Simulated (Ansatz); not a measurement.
# C (pure diamond, 64 sites): the cost of one run

Method: DFT LDA, scalar-relativistic, plane waves, PAW, and further levels as typed in the inputs, in Ansatz 0.2.0.

## 1. Starting point

The structure is cubic, space group Fd-3m (No. 227). The conventional cell has a = 3.535 Å, b = 3.535 Å, c = 3.535 Å, α = 90.00°, β = 90.00°, γ = 90.00°. Around C (site symmetry -43m) lie 4 C at 1.53 Å.

As a file:

```cif
data_structure
_symmetry_space_group_name_H-M 'Fd-3m:1'
_symmetry_Int_Tables_number 227
_cell_length_a 3.5350
_cell_length_b 3.5350
_cell_length_c 3.5350
_cell_angle_alpha 90.000
_cell_angle_beta 90.000
_cell_angle_gamma 90.000
_cell_volume 44.17
loop_
_atom_site_label
_atom_site_type_symbol
_atom_site_symmetry_multiplicity
_atom_site_Wyckoff_symbol
_atom_site_fract_x
_atom_site_fract_y
_atom_site_fract_z
_atom_site_occupancy
C1 C 8 b 0.00000 0.00000 0.50000 1
```

## 2. Relaxing cell and atoms: C64 supercell, no spin

input.yaml reads:

```yaml
crystal:
  lattice:
    - [7.07, 0.0, 0.0]
    - [0.0, 7.07, 0.0]
    - [0.0, 0.0, 7.07]
  atoms:
    - { symbol: C, position: [0.0, 0.0, 0.0] }
    - { symbol: C, position: [0.0, 0.25, 0.25] }
    - { symbol: C, position: [0.25, 0.0, 0.25] }
    - { symbol: C, position: [0.25, 0.25, 0.0] }
    - { symbol: C, position: [0.125, 0.125, 0.125] }
    - { symbol: C, position: [0.125, 0.375, 0.375] }
    - { symbol: C, position: [0.375, 0.125, 0.375] }
    - { symbol: C, position: [0.375, 0.375, 0.125] }
    - { symbol: C, position: [0.0, 0.0, 0.5] }
    - { symbol: C, position: [0.0, 0.25, 0.75] }
    - { symbol: C, position: [0.25, 0.0, 0.75] }
    - { symbol: C, position: [0.25, 0.25, 0.5] }
    - { symbol: C, position: [0.125, 0.125, 0.625] }
    - { symbol: C, position: [0.125, 0.375, 0.875] }
    - { symbol: C, position: [0.375, 0.125, 0.875] }
    - { symbol: C, position: [0.375, 0.375, 0.625] }
    - { symbol: C, position: [0.0, 0.5, 0.0] }
    - { symbol: C, position: [0.0, 0.75, 0.25] }
    - { symbol: C, position: [0.25, 0.5, 0.25] }
    - { symbol: C, position: [0.25, 0.75, 0.0] }
    - { symbol: C, position: [0.125, 0.625, 0.125] }
    - { symbol: C, position: [0.125, 0.875, 0.375] }
    - { symbol: C, position: [0.375, 0.625, 0.375] }
    - { symbol: C, position: [0.375, 0.875, 0.125] }
    - { symbol: C, position: [0.0, 0.5, 0.5] }
    - { symbol: C, position: [0.0, 0.75, 0.75] }
    - { symbol: C, position: [0.25, 0.5, 0.75] }
    - { symbol: C, position: [0.25, 0.75, 0.5] }
    - { symbol: C, position: [0.125, 0.625, 0.625] }
    - { symbol: C, position: [0.125, 0.875, 0.875] }
    - { symbol: C, position: [0.375, 0.625, 0.875] }
    - { symbol: C, position: [0.375, 0.875, 0.625] }
    - { symbol: C, position: [0.5, 0.0, 0.0] }
    - { symbol: C, position: [0.5, 0.25, 0.25] }
    - { symbol: C, position: [0.75, 0.0, 0.25] }
    - { symbol: C, position: [0.75, 0.25, 0.0] }
    - { symbol: C, position: [0.625, 0.125, 0.125] }
    - { symbol: C, position: [0.625, 0.375, 0.375] }
    - { symbol: C, position: [0.875, 0.125, 0.375] }
    - { symbol: C, position: [0.875, 0.375, 0.125] }
    - { symbol: C, position: [0.5, 0.0, 0.5] }
    - { symbol: C, position: [0.5, 0.25, 0.75] }
    - { symbol: C, position: [0.75, 0.0, 0.75] }
    - { symbol: C, position: [0.75, 0.25, 0.5] }
    - { symbol: C, position: [0.625, 0.125, 0.625] }
    - { symbol: C, position: [0.625, 0.375, 0.875] }
    - { symbol: C, position: [0.875, 0.125, 0.875] }
    - { symbol: C, position: [0.875, 0.375, 0.625] }
    - { symbol: C, position: [0.5, 0.5, 0.0] }
    - { symbol: C, position: [0.5, 0.75, 0.25] }
    - { symbol: C, position: [0.75, 0.5, 0.25] }
    - { symbol: C, position: [0.75, 0.75, 0.0] }
    - { symbol: C, position: [0.625, 0.625, 0.125] }
    - { symbol: C, position: [0.625, 0.875, 0.375] }
    - { symbol: C, position: [0.875, 0.625, 0.375] }
    - { symbol: C, position: [0.875, 0.875, 0.125] }
    - { symbol: C, position: [0.5, 0.5, 0.5] }
    - { symbol: C, position: [0.5, 0.75, 0.75] }
    - { symbol: C, position: [0.75, 0.5, 0.75] }
    - { symbol: C, position: [0.75, 0.75, 0.5] }
    - { symbol: C, position: [0.625, 0.625, 0.625] }
    - { symbol: C, position: [0.625, 0.875, 0.875] }
    - { symbol: C, position: [0.875, 0.625, 0.875] }
    - { symbol: C, position: [0.875, 0.875, 0.625] }
scf:
  occupations: { method: gaussian, width: 0.1 }
output:
  forces: true
  stress: false
  eigenvalues: true
hamiltonian:
  xc: lda
kpoints:
  mp_grid: { grid: [4, 4, 4] }
relax:
  f_tol: 0.015
  max_steps: 60
  cell: { stress_tol: 0.1, fix: [shape] }
```

Launch:

```
ansatz run input.yaml --threads 8 --pin off --max-ram 24576MiB --backend cpu --events-out ev --progress --plain --runs-dir out
```

What time and memory should one allow on 8 threads of Intel Xeon Platinum 8488C (Sapphire Rapids), shared host?

About 28 s, with a peak of 3.4 GiB.
